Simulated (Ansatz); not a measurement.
## HfO2: H interstitial

Computed with the plane-wave PAW code Ansatz (scalar-relativistic, PAW set soft_2): PBE, collinear spin where a state has unpaired electrons to hold, 420 eV cutoff, k-mesh 2×2×2 shifted by half a step.

The relaxed host crystal (Kohn–Sham gap 4.04 eV over the whole zone):

```
Hf O
1.0
     5.16092    0.00000   -0.00534
     0.00000    5.21212    0.00000
    -0.89310    0.00000    5.27690
Hf O
4 8
Direct
  0.27573 0.45706 0.70837
  0.72427 0.95706 0.79163
  0.72427 0.54294 0.29163
  0.27573 0.04294 0.20837
  0.44918 0.74279 0.97665
  0.55082 0.24279 0.52335
  0.55082 0.25721 0.02335
  0.44918 0.75721 0.47665
  0.06712 0.32865 0.34842
  0.93288 0.82865 0.15158
  0.93288 0.67135 0.65158
  0.06712 0.17135 0.84842
```

Supercell of 24 atoms, rows of the matrix [[-1,0,-1],[1,1,0],[1,-1,0]] times the cell vectors; H interstitial at (0.167, 0.000, 0.542) in fractions of the cell above. Atoms are relaxed at the host's cell, from a start shaken by 0.05 Å near the defect; charged cells sit in a uniform background.

Nearest atoms to the added H: charge +1: O 0.99 Å, O 1.90 Å, O 2.29 Å, Hf 2.35 Å, O 2.53 Å, Hf 2.63 Å, Hf 2.66 Å, O 2.74 Å; charge 0: O 1.86 Å, Hf 2.12 Å, O 2.18 Å, O 2.18 Å, O 2.21 Å, O 2.50 Å, O 2.50 Å, Hf 2.52 Å.

The largest move of an atom from its ideal place is 1.0 Å at charge +1, 0.2 Å at charge 0, so the cell at charge +1 rearranged and didn't merely relax.

| charge | moment of the cell (μB) | moment on H (μB) | gap of the cell on the mesh (eV) | carriers |
| --- | --- | --- | --- | --- |
| +1 | 0.00 | 0.00 | 4.31 | none in the bands |
| 0 | 1.00 | 0.43 | 1.41 | none in the bands |

On this mesh the host's own supercell has a gap of 4.31 eV.

The cells of these charges didn't relax alike (a rearrangement in some, or a distortion of the host), so no level or lowest charge is given.

Formation energy of the neutral defect: 2.65 eV, taking atoms from and to the elements' standard states (no corrections for gases), so it belongs to those chemical potentials alone.

Caveats: semilocal functionals make gaps too small, which shifts levels too; small supercell, so energies and levels can be off by tenths of an eV; one random start near the defect, so other minima are possible.
